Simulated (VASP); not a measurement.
A run of VASP 6.6.1 is set up as follows.

The input INCAR:

```
  PREC = Accurate
  ENCUT = 520
  EDIFF = 1E-6
  ISMEAR = -1
  SIGMA = 0.05
  LREAL = F
  LASPH = T
  NELM = 100
  ALGO = Normal
  ISIF = 2
  LWAVE = F
  LCHARG = F
  GGA = PE
  NBANDS = 28
```

File KPOINTS:

```
regular mesh
0
Gamma
  3 3 4
```

File POSCAR:

```
HCClO
1.0
    5.1037400000      0.1545090000     -0.0974840000
   -0.4924420000      4.9983520000      0.8527680000
   -0.0990510000      0.2939980000      3.5120270000
C Cl O H
2 2 2 2
Direct
    0.3361705293      0.8440560851      0.8024483377
    0.0697143379      0.8655843182      0.2852447959
    0.7090521393      0.6114923707      0.6576131427
    0.4715113558      0.1941308451      0.2195251462
    0.2460846254      0.4913088223      0.5294024994
    0.9976064758      0.2505742736      0.9492663204
    1.0602448303      0.5251982249      0.3368697528
    0.0825267350      0.2117850442      0.6423978311
```

Potentials or basis: VASP PAW PBE potentials, release 64 (C, Cl, O, H).

The run is started by

```bash
$ cat potpaw_PBE.64/C/POTCAR potpaw_PBE.64/Cl/POTCAR potpaw_PBE.64/O/POTCAR potpaw_PBE.64/H/POTCAR > POTCAR
$ mpirun -np 1 vasp_std > vasp.out
```

Question: Predict the pressure.

Answer: -3.9 GPa.

Question: Estimate the band gap on the k mesh.

Answer: None (metal or under the smearing width).

Forces in eV/Å, atoms in the order of the input:
```
C   -1.045  0.025 -1.605
C    0.872  1.330  0.467
Cl   0.555  1.600  0.221
Cl   0.898 -1.718  0.087
O   -2.809  1.388 -2.129
O    0.381 -3.224 -2.111
H    2.638 -0.244  1.314
H   -1.491  0.842  3.755
```

Caveat: the k mesh is coarse (spacing up to 0.46 Å⁻¹), so the values aren't converged.
